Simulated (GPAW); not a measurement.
# Nb (Fm-3m) in GPAW: convergence with k mesh

Aim: find how far k mesh must go before the results for Nb settle, at PBE. This setting moves, with any that are tied to it; all else stays.

Everything below comes from runs of GPAW 26.7.0. Logs are shortened: lines on timing, memory, paths and dates and some standing lists are left out, and cuts for length are marked. The log counts tension as positive stress, the text compression.

### 1 Starting point

The structure is cubic, space group Fm-3m (No. 225). Conventional cell: a = 4.230 Å, b = 4.230 Å, c = 4.230 Å, α = 90.00°, β = 90.00°, γ = 90.00°. Nb (site symmetry m-3m) has 12 Nb at 2.99 Å as nearest neighbours.

This isn't the form of Nb at room conditions, which is bcc.

### 2 With k mesh 3 × 3 × 3

run.py

```python
from ase.dft.bandgap import bandgap
from ase.io import read, write
from ase.units import GPa
from gpaw import GPAW, PW

atoms = read('Nb.xyz')

calc = GPAW(mode=PW(600),
            xc='PBE',
            kpts={'size': (3, 3, 3), 'gamma': True},
            occupations={'name': 'fermi-dirac', 'width': 0.05},
            nbands=15,
            convergence={'density': 1e-05, 'energy': 1e-05},
            maxiter=100,
            txt='gpaw.txt')
atoms.calc = calc
energy = atoms.get_potential_energy()
forces = atoms.get_forces()
stress = atoms.get_stress()
calc.write('gs.gpw')
write('result.traj', atoms)
print(f'Energy: {energy:.6f} eV')
print('Forces (eV/A):')
print(forces.round(4))
print('Stress (GPa):', (stress / GPa).round(3))
print('Fermi level:', round(calc.get_fermi_level(), 4), 'eV')
print(f'Gap: {bandgap(calc)[0]:.4f} eV, direct: {bandgap(calc, direct=True)[0]:.4f} eV')
```

Nb.xyz

```xyz
1
Lattice="0.0000000000 2.1150000000 2.1150000000 2.1150000000 0.0000000000 2.1150000000 2.1150000000 2.1150000000 0.0000000000" Properties=species:S:1:pos:R:3 pbc="T T T"
Nb     0.0000000000      0.0000000000      0.0000000000
```

Potentials or basis: GPAW PAW data sets (gpaw-data 1.2.1), pw.

Run with:

```
$ OMP_NUM_THREADS=1 python run.py
```

Run time: 2.5 s. Hardware: 1 thread of Arm Neoverse V2, shared host; peak memory 0.12 GiB.

What came out:

* Free energy: -9.6914 eV
* Pressure: 8.5 GPa
* Band gap on the k mesh: none (metal or under the smearing width)

### 3 With k mesh 4 × 4 × 4

Edit run.py of step 2 so:

```diff
@@ -9,3 +9,3 @@
             xc='PBE',
-            kpts={'size': (3, 3, 3), 'gamma': True},
+            kpts={'size': (4, 4, 4), 'gamma': True},
             occupations={'name': 'fermi-dirac', 'width': 0.05},
```

Nb.xyz is that of step 2.

Potentials or basis: GPAW PAW data sets (gpaw-data 1.2.1), pw.

Run with:

```
$ OMP_NUM_THREADS=1 python run.py
```

Run time: 2.9 s. Hardware: 1 thread of Arm Neoverse V2, shared host; peak memory 0.13 GiB.

What came out:

```
Free energy            : -10.0270 eV
Pressure               : -0.3 GPa
Band gap on the k mesh : none (metal or under the smearing width)
```

### 4 With k mesh 5 × 5 × 5

Edit run.py of step 3 so:

```diff
@@ -9,3 +9,3 @@
             xc='PBE',
-            kpts={'size': (4, 4, 4), 'gamma': True},
+            kpts={'size': (5, 5, 5), 'gamma': True},
             occupations={'name': 'fermi-dirac', 'width': 0.05},
```

Nb.xyz is that of step 3.

Run with:

```
$ OMP_NUM_THREADS=1 python run.py
```

Run time: 3.4 s. Hardware: 1 thread of Arm Neoverse V2, shared host; peak memory 0.13 GiB.

What came out:

- Free energy: -10.0638 eV
- Pressure: -3.1 GPa
- Band gap on the k mesh: none (metal or under the smearing width)

### 5 With k mesh 6 × 6 × 6

Edit run.py of step 4 so:

```diff
@@ -9,3 +9,3 @@
             xc='PBE',
-            kpts={'size': (5, 5, 5), 'gamma': True},
+            kpts={'size': (6, 6, 6), 'gamma': True},
             occupations={'name': 'fermi-dirac', 'width': 0.05},
```

Nb.xyz is that of step 4.

Run with:

```
$ OMP_NUM_THREADS=1 python run.py
```

Wall time 4.2 s (1 thread of Arm Neoverse V2, shared host); peak memory 0.13 GiB.

Results (log left out):

```
Free energy            : -10.0412 eV
Pressure               : -1.8 GPa
Band gap on the k mesh : none (metal or under the smearing width)
```

### 6 With k mesh 7 × 7 × 7

Edit run.py of step 5 so:

```diff
@@ -9,3 +9,3 @@
             xc='PBE',
-            kpts={'size': (6, 6, 6), 'gamma': True},
+            kpts={'size': (7, 7, 7), 'gamma': True},
             occupations={'name': 'fermi-dirac', 'width': 0.05},
```

Nb.xyz is that of step 5.

Potentials or basis: GPAW PAW data sets (gpaw-data 1.2.1), pw.

Run with:

```
$ OMP_NUM_THREADS=1 python run.py
```

Wall time 5 s (1 thread of Arm Neoverse V2, shared host); peak memory 0.13 GiB.

Results (log left out):

| Property | Result |
| --- | --- |
| Free energy | -10.0616 eV |
| Pressure | -2.8 GPa |
| Band gap on the k mesh | none (metal or under the smearing width) |

### 7 With k mesh 8 × 8 × 8

Edit run.py of step 6 so:

```diff
@@ -9,3 +9,3 @@
             xc='PBE',
-            kpts={'size': (7, 7, 7), 'gamma': True},
+            kpts={'size': (8, 8, 8), 'gamma': True},
             occupations={'name': 'fermi-dirac', 'width': 0.05},
```

Nb.xyz is that of step 6.

Run with:

```
$ OMP_NUM_THREADS=1 python run.py
```

Run time: 6 s. Hardware: 1 thread of Arm Neoverse V2, shared host; peak memory 0.13 GiB.

Results (log left out):

```
Free energy            : -10.0264 eV
Pressure               : -2.5 GPa
Band gap on the k mesh : none (metal or under the smearing width)
```

### 8 With k mesh 10 × 10 × 10

Edit run.py of step 7 so:

```diff
@@ -9,3 +9,3 @@
             xc='PBE',
-            kpts={'size': (8, 8, 8), 'gamma': True},
+            kpts={'size': (10, 10, 10), 'gamma': True},
             occupations={'name': 'fermi-dirac', 'width': 0.05},
```

Nb.xyz is that of step 7.

Run with:

```
$ OMP_NUM_THREADS=1 python run.py
```

It took 8.7 s on 1 thread of Arm Neoverse V2, shared host; peak memory 0.13 GiB.

Results (log left out):

```yaml
Free_energy: -10.0472 eV
Pressure: -2.1 GPa
Band_gap_on_the_k_mesh: none (metal or under the smearing width)
```

### 9 With k mesh 12 × 12 × 12

Edit run.py of step 8 so:

```diff
@@ -9,3 +9,3 @@
             xc='PBE',
-            kpts={'size': (10, 10, 10), 'gamma': True},
+            kpts={'size': (12, 12, 12), 'gamma': True},
             occupations={'name': 'fermi-dirac', 'width': 0.05},
```

Nb.xyz is that of step 8.

Potentials or basis: GPAW PAW data sets (gpaw-data 1.2.1), pw.

Run with:

```
$ OMP_NUM_THREADS=1 python run.py
```

It took 13 s on 1 thread of Arm Neoverse V2, shared host; peak memory 0.14 GiB.

Results (log left out):

```yaml
Free_energy: -10.0332 eV
Pressure: -1.8 GPa
Band_gap_on_the_k_mesh: none (metal or under the smearing width)
```

### 10 With k mesh 14 × 14 × 14

Edit run.py of step 9 so:

```diff
@@ -9,3 +9,3 @@
             xc='PBE',
-            kpts={'size': (12, 12, 12), 'gamma': True},
+            kpts={'size': (14, 14, 14), 'gamma': True},
             occupations={'name': 'fermi-dirac', 'width': 0.05},
```

Nb.xyz is that of step 9.

Potentials or basis: GPAW PAW data sets (gpaw-data 1.2.1), pw.

Run with:

```
$ OMP_NUM_THREADS=1 python run.py
```

gpaw.txt:

```text
__  _  _
 | _ |_)|_||  |
 |__||  | ||/\| - 26.7.0

Input parameters:
  mode=PW(ecut=600.0),
  convergence={'density': 1e-05, 'energy': 1e-05},
  kpts=MonkhorstPack(size=(14, 14, 14), gamma=True),
  maxiter=100,
  nbands=15,
  occupations=Occupations(name='fermi-dirac', width=0.05),
  xc=XC(name='PBE')

Diagonalizing LCAO Hamiltonian
Converting LCAO to pw mode

       Nb

Atoms  # Å, Bohr magnetons
|   | symbol |        x |        y |        z |    initial magnetic moments |
|---|--------|----------|----------|----------|-----------------------------|
| 0 |     Nb | 0.000000 | 0.000000 | 0.000000 | ( 0.0000,  0.0000,  0.0000) |

Unit cell  # Å
| periodic |        x |        y |        z |  lengths |    angles |
|----------|----------|----------|----------|----------|-----------|
|      yes | 0.000000 | 2.115000 | 2.115000 | 2.991062 | 60.000000 |
|      yes | 2.115000 | 0.000000 | 2.115000 | 2.991062 | 60.000000 |
|      yes | 2.115000 | 2.115000 | 0.000000 | 2.991062 | 60.000000 |

Number of symmetries: 48
Symmetry operations  # r_c * U_cc + t_c -> r_c
|    | kind |            matrix            |
|----|------|------------------------------|
|  0 |  σ   |  1, 0, 0,  1, 0,-1,  1,-1, 0 |
|  1 |  C2  |  1, 0, 0,  1,-1, 0,  1, 0,-1 |
|  2 |  E   |  1, 0, 0,  0, 1, 0,  0, 0, 1 |
|  3 |  σ   |  1, 0, 0,  0, 0, 1,  0, 1, 0 |
|  4 |  C4  |  1, 0,-1,  1, 0, 0,  1,-1, 0 |
|  5 |  S6  |  1, 0,-1,  1,-1, 0,  1, 0, 0 |
|  6 |  σ   |  1, 0,-1,  0, 1,-1,  0, 0,-1 |
|  7 |  C3  |  1, 0,-1,  0, 0,-1,  0, 1,-1 |
|  8 |  S6  |  1,-1, 0,  1, 0, 0,  1, 0,-1 |
|  9 |  C4  |  1,-1, 0,  1, 0,-1,  1, 0, 0 |
| 10 |  C3  |  1,-1, 0,  0,-1, 1,  0,-1, 0 |
| 11 |  σ   |  1,-1, 0,  0,-1, 0,  0,-1, 1 |
| 12 |  σ   |  0, 1, 0,  1, 0, 0,  0, 0, 1 |
| 13 |  C4  |  0, 1, 0,  0, 1,-1, -1, 1, 0 |
| 14 |  C3  |  0, 1, 0,  0, 0, 1,  1, 0, 0 |
| 15 |  S6  |  0, 1, 0, -1, 1, 0,  0, 1,-1 |
| 16 |  C2  |  0, 1,-1,  1, 0,-1,  0, 0,-1 |
| 17 |  σ   |  0, 1,-1,  0, 1, 0, -1, 1, 0 |
| 18 |  S4  |  0, 1,-1,  0, 0,-1,  1, 0,-1 |
| 19 |  C4  |  0, 1,-1, -1, 1, 0,  0, 1, 0 |
| 20 |  C3  |  0, 0, 1,  1, 0, 0,  0, 1, 0 |
[... 112 lines left out ...]
  SVD Regularization: 0.005
  Good broyden scale: 1.0
  Trust region scale: 1.0
  Backstep threshold: 4.0
  History deletion threshold: 6.0
  Fourier metric: weight=20.0, sigma=0.015

occupation numbers:
  Fermi-Dirac:
    width: 0.0500  # eV

poisson solver:
  ecut: 4800.0  # eV

xc functional:
  name: PBE with 2 nearest neighbor stencil

convergence criteria:
- Maximum integral of absolute [dens]ity change: 1e-05 electrons / valence electron
- Maximum [total energy] change in last 3 cyles: 1e-05 eV / valence electron
- Maximum integral of absolute [eigenst]ate change: 4e-08 eV^2 / valence electron
maximum number of iterations: 100

SCF iterations
|iter     | |      energy | eigst |  dens |
|---------|-|-------------|-------|-------|
|iter:   1| |  -10.690013 | +0.01 |       |
|iter:   2| |  -10.576960 | -2.60 | -0.99 |
|iter:   3| |  -10.029828 | -1.50 | -1.02 |
|iter:   4| |  -10.028825 | -3.06 | -1.78 |
|iter:   5| |  -10.029284 | -4.23 | -2.14 |
|iter:   6| |  -10.029288 | -5.95 | -3.50 |
|iter:   7| |  -10.029289c| -7.15 | -3.97 |
|iter:   8| |  -10.029289c| -8.31c| -5.27c|

Converged in 8 steps
Energy contributions relative to reference atoms: (reference = -103906.147789)

Energy contributions:
  Kinetic:          -2.180045
  Coulomb:          -2.776750
  Zero:             -0.037918
  External:          0.000000
  Xc:               -5.027473
  Entropy:          -0.014206
  Spinorbit:         0.000000
  ----------------------------
  Free energy:     -10.036392
  Extrapolated:    -10.029289

dipole moment: (-15.484356, -15.484356, -15.484356)  # |e|*Ang

Fermi level: 11.016
Eigenvalues  # (at kpt = [0.000, 0.000, 0.000])
| band index |      eig [eV] | occ [0-2] |
|------------|---------------|-----------|
|          0 |       -43.790 |     2.000 |
|          1 |       -19.244 |     2.000 |
|          2 |       -19.244 |     2.000 |
|          3 |       -19.244 |     2.000 |
|          4 |         4.852 |     2.000 |
|          5 |        11.122 |     0.214 |
|          6 |        11.122 |     0.214 |
|          7 |        11.122 |     0.214 |
|          8 |        13.677 |     0.000 |
|          9 |        13.677 |     0.000 |
|         10 |        22.969 |     0.000 |
|         11 |        27.807 |     0.000 |
|         12 |        27.807 |     0.000 |
|        ... |               |           |
|         14 |        31.950 |     0.000 |

No gap
No difference between direct/indirect transitions

Forces  # eV/Ang
|        x |        y |        z |
|----------|----------|----------|
| -0.00000 | -0.00000 | -0.00000 |  # Nb   0

Stress tensor  # eV/Ang^3
|        x |         y |         z |
|----------|-----------|-----------|
| 0.012947 |  0.000000 |  0.000000 |
| 0.000000 |  0.012947 | -0.000000 |
| 0.000000 | -0.000000 |  0.012947 |

# Writing to gs.gpw (mode='')
```

It took 18 s on 1 thread of Arm Neoverse V2, shared host; peak memory 0.15 GiB.

Results:

| Quantity | Value |
| --- | --- |
| Free energy | -10.0364 eV |
| Pressure | -2.1 GPa |
| Band gap on the k mesh | none (metal or under the smearing width) |

### 11 Summary

```csv
k mesh,"energy less the tightest run, at zero smearing (meV/atom)",pressure (GPa),SCF cycles,CPU time (s),peak memory (GiB)
3 × 3 × 3,349.25,8.51,8,2.5,0.12
4 × 4 × 4,19.41,-0.30,8,2.9,0.13
5 × 5 × 5,-23.78,-3.11,9,3.4,0.13
6 × 6 × 6,-4.72,-1.84,8,4.2,0.13
7 × 7 × 7,-27.89,-2.81,8,5,0.13
8 × 8 × 8,8.91,-2.47,8,6,0.13
10 × 10 × 10,-12.16,-2.05,8,8.7,0.13
12 × 12 × 12,2.55,-1.82,8,13,0.14
14 × 14 × 14,0.00,-2.07,8,18,0.15
```

Not settled before the last step: the energy (to 1 meV/atom), the pressure (to 0.1 GPa). Meshes of other sizes hit other points, so gaps and Fermi surfaces needn't settle smoothly. The tightest run that finished is the yardstick and may itself not be fully converged.
